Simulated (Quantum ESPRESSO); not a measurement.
# F on fcc sites of Co(0001), stepped through the coverage, part 5 of 10

Aim: how the results for F on fcc sites of Co(0001) change with the coverage.

Quantum ESPRESSO 7.5; plane-wave DFT, PBE, GBRV ultrasoft pseudopotentials.

So far. Step 6 (Self-consistent run, 0 ML): The vacuum levels are read from the outermost 0.7 Å of the cell on either side. Step 6 (Self-consistent run, 0 ML): Inside the slab this potential holds the local part of the pseudopotentials, which can be repulsive at the nuclei; only its value in the vacuum has a meaning of its own.

### Step 7. Relaxing the ions, 0.1667 ML

System of this step: Co(0001), 3 layers, 6 sites a cell, 1 F on fcc sites. The cell holds 19 atoms: 18 Co and 1 F. Cell: a = 7.472 Å, b = 4.981 Å, c = 19.005 Å, α = 90.0°, β = 90.0°, γ = 60.0°. It derives from Co. Vacuum lies along c.

m1.relax.in

```
&control
  prefix = 'm1.relax'
  outdir = './out'
  pseudo_dir = './pseudo'
  nstep = 70
  forc_conv_thr = 0.0015
  calculation = 'relax'
/
&system
  ibrav = 0
  nat = 19
  ntyp = 2
  ecutwfc = 40
  ecutrho = 200
  occupations = 'smearing'
  smearing = 'mv'
  degauss = 0.02
  nspin = 2
  starting_magnetization(1) = 0.28
/
&electrons
  conv_thr = 1e-07
  mixing_beta = 0.3
  electron_maxstep = 120
  mixing_mode = 'local-TF'
/
&ions
/
ATOMIC_SPECIES
  Co  58.9332  co_pbe_v1.2.uspp.F.UPF
  F   18.9984  f_pbe_v1.4.uspp.F.UPF
CELL_PARAMETERS angstrom
  7.47224547600000 0.00000000000000 0.00000000000000
  2.49074849200000 4.31410293701956 0.00000000000000
  0.00000000000000 0.00000000000000 19.00516934814567
ATOMIC_POSITIONS crystal
  Co  0.888888888900 0.833333333300 0.364797138053 0 0 0
  Co  0.888888888900 0.333333333300 0.364797138053 0 0 0
  Co  0.222222222200 0.833333333300 0.364797138053 0 0 0
  Co  0.222222222200 0.333333333300 0.364797138053 0 0 0
  Co  0.555555555600 0.833333333300 0.364797138053 0 0 0
  Co  0.555555555600 0.333333333300 0.364797138053 0 0 0
  Co  0.111111111100 0.166666666700 0.470880666937 0 0 0
  Co  0.111111111100 0.666666666700 0.470880666937 0 0 0
  Co  0.444444444500 0.166666666700 0.470880666937 0 0 0
  Co  0.444444444500 0.666666666700 0.470880666937 0 0 0
  Co  0.777777777800 0.166666666700 0.470880666937 0 0 0
  Co  0.777777777800 0.666666666700 0.470880666937 0 0 0
  Co  0.888888888900 0.833333333300 0.576964195822
  Co  0.888888888900 0.333333333300 0.576964195822
  Co  0.222222222200 0.833333333300 0.576964195822
  Co  0.222222222200 0.333333333300 0.576964195822
  Co  0.555555555600 0.833333333300 0.576964195822
  Co  0.555555555600 0.333333333300 0.576964195822
  F   0.000000000000 0.000000000000 0.635202861947
K_POINTS automatic
  4 5 1 0 0 0
```

The run is started by

```console
OMP_NUM_THREADS=1 mpirun -n 8 pw.x -nk 1 -in m1.relax.in > m1.relax.out
```

Log:

```text
[banner, memory and clock lines left out]
Program PWSCF v.7.5 starts
[...]
number of electrons       =       313.00
     number of Kohn-Sham states=          188
     kinetic-energy cutoff     =      40.0000  Ry
     charge density cutoff     =     200.0000  Ry
[...]
number of k points=    11  Marzari-Vanderbilt smearing, width (Ry)=  0.0200
[...]
Dense  grid:   197443 G-vectors     FFT dimensions: (  64,  45, 162)
[...]
negative rho (up, down):  3.523E-04 2.349E-04
     Starting wfcs are  238 randomized atomic wfcs
[...]
negative rho (up, down):  1.285E-01 8.914E-02
[...]
estimated scf accuracy    <     571.54463534 Ry
     total magnetization       =    32.56 Bohr mag/cell
     absolute magnetization    =    34.70 Bohr mag/cell
[...]
negative rho (up, down):  9.497E-02 6.881E-02
[...]
estimated scf accuracy    <      24.47452668 Ry
     total magnetization       =    41.72 Bohr mag/cell
     absolute magnetization    =    44.50 Bohr mag/cell
[...]
negative rho (up, down):  5.367E-02 3.903E-02
[...]
estimated scf accuracy    <       5.81847388 Ry
     total magnetization       =    38.54 Bohr mag/cell
     absolute magnetization    =    41.76 Bohr mag/cell
[...]
negative rho (up, down):  9.070E-03 5.450E-03
[...]
estimated scf accuracy    <       1.47719168 Ry
     total magnetization       =    34.44 Bohr mag/cell
     absolute magnetization    =    38.05 Bohr mag/cell
[...]
negative rho (up, down):  3.924E-05 1.791E-05
[...]
estimated scf accuracy    <       1.01596948 Ry
     total magnetization       =    33.56 Bohr mag/cell
     absolute magnetization    =    37.36 Bohr mag/cell
[...]
negative rho (up, down):  1.132E-05 1.535E-05
[...]
estimated scf accuracy    <       0.43380817 Ry
     total magnetization       =    32.61 Bohr mag/cell
     absolute magnetization    =    36.42 Bohr mag/cell
[...]
negative rho (up, down):  3.186E-06 4.331E-06
[...]
estimated scf accuracy    <       0.16869555 Ry
     total magnetization       =    31.39 Bohr mag/cell
     absolute magnetization    =    35.05 Bohr mag/cell
[...]
estimated scf accuracy    <       0.16912737 Ry
     total magnetization       =    31.35 Bohr mag/cell
     absolute magnetization    =    34.91 Bohr mag/cell
[...]
estimated scf accuracy    <       0.11712420 Ry
     total magnetization       =    31.30 Bohr mag/cell
     absolute magnetization    =    34.69 Bohr mag/cell
[...]
negative rho (up, down):  3.446E-04 4.550E-04
[...]
estimated scf accuracy    <       0.09155145 Ry
     total magnetization       =    31.37 Bohr mag/cell
     absolute magnetization    =    34.69 Bohr mag/cell
[...]
negative rho (up, down):  5.222E-03 4.792E-03
[...]
estimated scf accuracy    <       0.04335021 Ry
     total magnetization       =    31.68 Bohr mag/cell
     absolute magnetization    =    34.72 Bohr mag/cell
[...]
negative rho (up, down):  9.981E-03 8.957E-03
[...]
estimated scf accuracy    <       0.01734761 Ry
     total magnetization       =    31.58 Bohr mag/cell
     absolute magnetization    =    34.68 Bohr mag/cell
[...]
negative rho (up, down):  1.172E-02 1.048E-02
[...]
estimated scf accuracy    <       0.01534884 Ry
     total magnetization       =    31.57 Bohr mag/cell
     absolute magnetization    =    34.74 Bohr mag/cell
[...]
negative rho (up, down):  1.299E-02 1.161E-02
[...]
estimated scf accuracy    <       0.00782457 Ry
     total magnetization       =    31.59 Bohr mag/cell
     absolute magnetization    =    34.79 Bohr mag/cell
[...]
negative rho (up, down):  1.243E-02 1.115E-02
[...]
estimated scf accuracy    <       0.00300468 Ry
     total magnetization       =    31.61 Bohr mag/cell
     absolute magnetization    =    34.97 Bohr mag/cell
[...]
negative rho (up, down):  9.025E-03 8.147E-03
[...]
estimated scf accuracy    <       0.00150109 Ry
     total magnetization       =    31.60 Bohr mag/cell
     absolute magnetization    =    34.99 Bohr mag/cell
[...]
negative rho (up, down):  4.864E-03 4.161E-03
[...]
estimated scf accuracy    <       0.00081151 Ry
     total magnetization       =    31.58 Bohr mag/cell
     absolute magnetization    =    35.00 Bohr mag/cell
[...]
negative rho (up, down):  3.091E-03 2.508E-03
[...]
estimated scf accuracy    <       0.00030224 Ry
     total magnetization       =    31.59 Bohr mag/cell
     absolute magnetization    =    34.99 Bohr mag/cell
[...]
negative rho (up, down):  2.728E-03 2.251E-03
[...]
estimated scf accuracy    <       0.00015216 Ry
     total magnetization       =    31.60 Bohr mag/cell
     absolute magnetization    =    34.99 Bohr mag/cell
[...]
negative rho (up, down):  1.762E-03 1.513E-03
[...]
estimated scf accuracy    <       0.00008912 Ry
     total magnetization       =    31.60 Bohr mag/cell
     absolute magnetization    =    34.99 Bohr mag/cell
[...]
negative rho (up, down):  8.116E-04 7.425E-04
[...]
estimated scf accuracy    <       0.00005384 Ry
     total magnetization       =    31.60 Bohr mag/cell
     absolute magnetization    =    34.99 Bohr mag/cell
[...]
negative rho (up, down):  5.995E-04 6.178E-04
[...]
estimated scf accuracy    <       0.00002757 Ry
     total magnetization       =    31.60 Bohr mag/cell
     absolute magnetization    =    34.99 Bohr mag/cell
[...]
negative rho (up, down):  3.622E-04 3.095E-04
[...]
estimated scf accuracy    <       0.00001582 Ry
     total magnetization       =    31.60 Bohr mag/cell
     absolute magnetization    =    34.98 Bohr mag/cell
[...]
negative rho (up, down):  4.104E-04 3.017E-04
[...]
estimated scf accuracy    <       0.00001228 Ry
     total magnetization       =    31.60 Bohr mag/cell
     absolute magnetization    =    34.98 Bohr mag/cell
[...]
negative rho (up, down):  2.564E-04 1.865E-04
[...]
estimated scf accuracy    <       0.00000355 Ry
     total magnetization       =    31.60 Bohr mag/cell
     absolute magnetization    =    34.98 Bohr mag/cell
[...]
negative rho (up, down):  3.346E-04 2.573E-04
[...]
estimated scf accuracy    <       0.00000122 Ry
     total magnetization       =    31.59 Bohr mag/cell
     absolute magnetization    =    34.98 Bohr mag/cell
[...]
negative rho (up, down):  2.510E-04 1.749E-04
[...]
estimated scf accuracy    <       0.00000066 Ry
     total magnetization       =    31.59 Bohr mag/cell
     absolute magnetization    =    34.98 Bohr mag/cell
[...]
negative rho (up, down):  2.265E-04 1.524E-04
[...]
estimated scf accuracy    <       0.00000014 Ry
     total magnetization       =    31.59 Bohr mag/cell
     absolute magnetization    =    34.98 Bohr mag/cell
[...]
negative rho (up, down):  1.501E-04 8.361E-05
[...]
the Fermi energy is     2.8505 ev
!    total energy              =   -5420.77115372 Ry
     estimated scf accuracy    <       0.00000008 Ry
     smearing contrib. (-TS)   =       0.00221536 Ry
     internal energy E=F+TS    =   -5420.77336908 Ry
[...]
one-electron contribution =  -33039.81388972 Ry
     hartree contribution      =   16545.03794038 Ry
     xc contribution           =    -597.08035443 Ry
     ewald contribution        =   11671.08293468 Ry
     total magnetization       =    31.59 Bohr mag/cell
     absolute magnetization    =    34.98 Bohr mag/cell
     convergence has been achieved in  29 iterations
     negative rho (up, down):  1.501E-04 8.361E-05
[...]
Total force =     0.282417     Total SCF correction =     0.000688
[...]
negative rho (up, down):  8.412E-04 2.963E-04
[...]
negative rho (up, down):  2.865E-03 2.430E-03
[...]
estimated scf accuracy    <       0.63082597 Ry
     total magnetization       =    31.70 Bohr mag/cell
     absolute magnetization    =    35.04 Bohr mag/cell
[...]
negative rho (up, down):  1.869E-03 1.524E-03
[...]
estimated scf accuracy    <       0.32265003 Ry
     total magnetization       =    31.68 Bohr mag/cell
     absolute magnetization    =    34.97 Bohr mag/cell
[...]
negative rho (up, down):  1.060E-03 8.406E-04
[...]
estimated scf accuracy    <       0.04882864 Ry
     total magnetization       =    31.72 Bohr mag/cell
     absolute magnetization    =    35.05 Bohr mag/cell
[...]
negative rho (up, down):  8.285E-04 6.194E-04
[...]
estimated scf accuracy    <       0.02965388 Ry
     total magnetization       =    31.74 Bohr mag/cell
     absolute magnetization    =    35.07 Bohr mag/cell
[...]
negative rho (up, down):  5.329E-04 3.849E-04
[...]
estimated scf accuracy    <       0.00140427 Ry
     total magnetization       =    31.76 Bohr mag/cell
     absolute magnetization    =    35.09 Bohr mag/cell
[...]
negative rho (up, down):  2.659E-04 1.814E-04
[...]
estimated scf accuracy    <       0.00038538 Ry
     total magnetization       =    31.77 Bohr mag/cell
     absolute magnetization    =    35.10 Bohr mag/cell
[...]
negative rho (up, down):  1.193E-04 7.427E-05
[...]
estimated scf accuracy    <       0.00031274 Ry
     total magnetization       =    31.77 Bohr mag/cell
     absolute magnetization    =    35.10 Bohr mag/cell
[...]
negative rho (up, down):  5.211E-05 2.713E-05
[...]
estimated scf accuracy    <       0.00011230 Ry
     total magnetization       =    31.77 Bohr mag/cell
     absolute magnetization    =    35.10 Bohr mag/cell
[...]
negative rho (up, down):  2.630E-05 9.192E-06
[...]
estimated scf accuracy    <       0.00005099 Ry
     total magnetization       =    31.77 Bohr mag/cell
     absolute magnetization    =    35.11 Bohr mag/cell
[...]
negative rho (up, down):  1.848E-05 4.590E-06
[...]
estimated scf accuracy    <       0.00002001 Ry
     total magnetization       =    31.78 Bohr mag/cell
     absolute magnetization    =    35.11 Bohr mag/cell
[...]
negative rho (up, down):  1.616E-05 3.295E-06
[...]
estimated scf accuracy    <       0.00001773 Ry
     total magnetization       =    31.78 Bohr mag/cell
     absolute magnetization    =    35.11 Bohr mag/cell
[...]
negative rho (up, down):  2.895E-05 8.153E-06
[...]
estimated scf accuracy    <       0.00001379 Ry
     total magnetization       =    31.78 Bohr mag/cell
     absolute magnetization    =    35.11 Bohr mag/cell
[...]
negative rho (up, down):  4.256E-05 1.396E-05
[...]
estimated scf accuracy    <       0.00000433 Ry
     total magnetization       =    31.78 Bohr mag/cell
     absolute magnetization    =    35.12 Bohr mag/cell
[...]
negative rho (up, down):  4.660E-05 1.595E-05
[...]
estimated scf accuracy    <       0.00000260 Ry
     total magnetization       =    31.78 Bohr mag/cell
     absolute magnetization    =    35.12 Bohr mag/cell
[...]
negative rho (up, down):  7.533E-05 3.323E-05
[...]
estimated scf accuracy    <       0.00000148 Ry
     total magnetization       =    31.78 Bohr mag/cell
     absolute magnetization    =    35.12 Bohr mag/cell
[...]
negative rho (up, down):  1.020E-04 5.249E-05
[...]
estimated scf accuracy    <       0.00000061 Ry
     total magnetization       =    31.78 Bohr mag/cell
     absolute magnetization    =    35.12 Bohr mag/cell
[...]
negative rho (up, down):  1.126E-04 6.062E-05
[...]
estimated scf accuracy    <       0.00000029 Ry
     total magnetization       =    31.78 Bohr mag/cell
     absolute magnetization    =    35.12 Bohr mag/cell
[...]
negative rho (up, down):  1.278E-04 7.278E-05
[...]
estimated scf accuracy    <       0.00000014 Ry
     total magnetization       =    31.78 Bohr mag/cell
     absolute magnetization    =    35.12 Bohr mag/cell
[...]
negative rho (up, down):  1.491E-04 9.006E-05
[...]
```

It took 2.1 h on 8 MPI ranks of Arm Neoverse V1, shared host; peak memory 2.7 GiB; 17 h of CPU time.

Relaxation path:

```
step  energy less that of the first step (eV)  largest force (eV/Å)
   1                                   0.0000                5.2173
   2                                  -0.6967                2.1019
   3                                  -0.8365                0.9776
   4                                  -0.8834                0.4207
   5                                  -0.9145                0.5101
   6                                  -0.9418                0.4391
   7                                  -0.9569                0.2437
   8                                  -0.9633                0.1526
   9                                  -0.9648                0.0942
  10                                  -0.9657                0.0832
  11                                  -0.9664                0.0473
  12                                  -0.9666                0.0306
```

The atoms that moved most (Å):

```
atom      dx      dy      dz  length
 F19  -0.009   0.009   0.369   0.370
Co16   0.023  -0.017  -0.080   0.085
Co18  -0.019   0.012  -0.064   0.068
Co17   0.000  -0.002  -0.054   0.054
Co14   0.004   0.037   0.016   0.041
Co13  -0.025  -0.024   0.014   0.037
Co15   0.026  -0.011   0.017   0.033
```

Final coordinates:

```cif
data_structure
_symmetry_space_group_name_H-M 'P 1'
_symmetry_Int_Tables_number 1
_cell_length_a 7.4722
_cell_length_b 4.9815
_cell_length_c 19.0052
_cell_angle_alpha 90.000
_cell_angle_beta 90.000
_cell_angle_gamma 60.000
_cell_volume 612.65
loop_
_atom_site_label
_atom_site_type_symbol
_atom_site_fract_x
_atom_site_fract_y
_atom_site_fract_z
_atom_site_occupancy
Co1 Co 0.88889 0.83333 0.36480 1
Co2 Co 0.88889 0.33333 0.36480 1
Co3 Co 0.22222 0.83333 0.36480 1
Co4 Co 0.22222 0.33333 0.36480 1
Co5 Co 0.55556 0.83333 0.36480 1
Co6 Co 0.55556 0.33333 0.36480 1
Co7 Co 0.11111 0.16667 0.47088 1
Co8 Co 0.11111 0.66667 0.47088 1
Co9 Co 0.44444 0.16667 0.47088 1
Co10 Co 0.44444 0.66667 0.47088 1
Co11 Co 0.77778 0.16667 0.47088 1
Co12 Co 0.77778 0.66667 0.47088 1
Co13 Co 0.88746 0.82775 0.57770 1
Co14 Co 0.88650 0.34202 0.57781 1
Co15 Co 0.22659 0.83084 0.57786 1
Co16 Co 0.22662 0.32933 0.57278 1
Co17 Co 0.55576 0.83282 0.57410 1
Co18 Co 0.55211 0.33608 0.57358 1
F19 F 0.99818 0.00202 0.65464 1
```

The relaxation lowers the energy by 51 meV an atom. On the free atoms the largest force ends at 0.031 eV/Å.

Numbers from this step:

- free energy: -73754.3154 eV
- Fermi energy: 2.651 eV
- total moment: 31.93 μB
- absolute moment: 35.24 μB

(Part 5 of 10 ends here.)

[Logs are printed without paths, hosts, clocks, repeated set-up lines and the standing remarks that a program may print on its own settings, such as how far it seeks lower states.]

[Hosts, paths, dates, database ids (printed as entryN), source tags and the programs' standing remarks are cut or masked in the printed files.]

[Maps of the electrostatic potential energy from Ansatz leave out the sawtooth potential of an applied field or a dipole correction, so their vacuum need not be flat; planar profiles and work functions include it.]
